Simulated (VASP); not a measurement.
Wanted: the native input for a VASP 6.6.1 run.

```yaml
Task: band structure
Functional: r2SCAN
Potentials_or_basis: VASP PAW PBE potentials, release 64 (Mg, B)
Cutoff: 520 eV
k_mesh: 15 × 15 × 10
Occupations: methfessel-paxton, width 0.1 eV
Spin: no spin polarisation
Further_INCAR_settings: ALGO = Normal; EDIFF = 1e-06
```

The structure of MgB2 lies in POSCAR:

```
MgB2                                    
1.0
    3.0605751513     -0.0000000000     -0.0000000000
   -1.5302875757      2.6505358313      0.0000000000
   -0.0000000000     -0.0000000000      3.5058936228
  Mg              B             
     1     2
Direct
     0.0000000000000000    0.0000000000000000    0.0000000000000000
     0.3333333332999970    0.6666666667000030    0.5000000000000000
     0.6666666667000030    0.3333333332999970    0.5000000000000000
```

One way to write it, as run:

INCAR

```
SYSTEM = MgB2
ALGO = Normal ; EDIFF = 1E-6
ENCUT = 520 ; ISIF = 2
ISMEAR = 1 ; LASPH = .TRUE.
LCHARG = .FALSE. ; LMIXTAU = .TRUE.
LREAL = .FALSE. ; LWAVE = .FALSE.
METAGGA = R2SCAN ; NELM = 80
PREC = Accurate ; SIGMA = 0.1
```

KPOINTS

```
k-points
0
G
  15 15 10
  0 0 0
```

KPOINTS_OPT

```
explicit points
168
Reciprocal
 0.0000000000  0.0000000000  0.0000000000 1
 0.0555555556  0.0000000000  0.0000000000 1
 0.1111111111  0.0000000000  0.0000000000 1
 0.1666666667  0.0000000000  0.0000000000 1
 0.2222222222  0.0000000000  0.0000000000 1
 0.2777777778  0.0000000000  0.0000000000 1
[... 160 lines left out ...]
 0.5000000000  0.0000000000  0.0196246000 1
 0.5000000000  0.0000000000 -0.0196246000 1
```

Potentials or basis: VASP PAW PBE potentials, release 64 (Mg, B).

The run is started by

```sh
$ cat potpaw_PBE.64/Mg/POTCAR potpaw_PBE.64/B/POTCAR > POTCAR
$ mpirun -np 1 vasp_std > vasp.out
```

It gave:

```json
{
 "Pressure": "0.7 GPa",
 "Band gap along the path": "none (metal or under the smearing width)"
}
```

Caveat: the PAW data sets were made with another functional, which shifts forces and pressure a little.

Wall time 64 s on 1 thread of Intel(R) Xeon(R) 6975P-C (Granite Rapids), with other jobs on the host, peak memory 0.2 GiB.
